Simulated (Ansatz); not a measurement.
Ionic part of the dielectric constant of BN at 5 GPa, mode by mode

Method: DFT PBE, scalar-relativistic, plane waves, PAW (Ansatz). Plane waves to 420 eV; Γ-centred k mesh 12×12×6; fixed occupations. No spin polarisation. Phonons by linear response, acoustic sum rule imposed.

It takes space group P6_3mc (No. 186, hexagonal). Conventional cell: a = 2.543 Å, b = 2.543 Å, c = 4.206 Å, α = 90.00°, β = 90.00°, γ = 120.00°. B (site symmetry 3m) has 4 N at 1.56 to 1.58 Å as nearest neighbours. Around N (site symmetry 3m) lie 4 B at 1.56 to 1.58 Å.

The primitive cell has V = 23.56 Å³ and ε∞,yy = 4.556. Each polar mode adds Δε = (4.92064×10⁷/V)·S/ν² along y, with S its oscillator strength in e²/amu, ν in cm⁻¹ and V in Å³.

**Question.** From these modes, find each Δε and ε0,yy.
| ν (cm⁻¹) | S_yy (e²/amu) |
| --- | --- |
| 1056.5 | 1.114 |

**Answer.**
```json
{"ν (cm⁻¹)": "1056.5", "Δε": "2.08"}
```

The sum is 2.085, so ε0,yy = 6.64; the run's tensor has 6.64.

**Question.** Where do the longitudinal modes lie for a wave vector along y?

**Answer.** At 1276 cm⁻¹. The Lyddane–Sachs–Teller product Π(ν_LO/ν_TO)² = 1.46 matches ε0/ε∞ = 1.46.

This wurtzite form isn't the usual stable structure of the compound at low pressure.

Cost: 1 run of about 1.2 core-minutes, on AMD EPYC 7R43 (Zen 3) (shared hosts).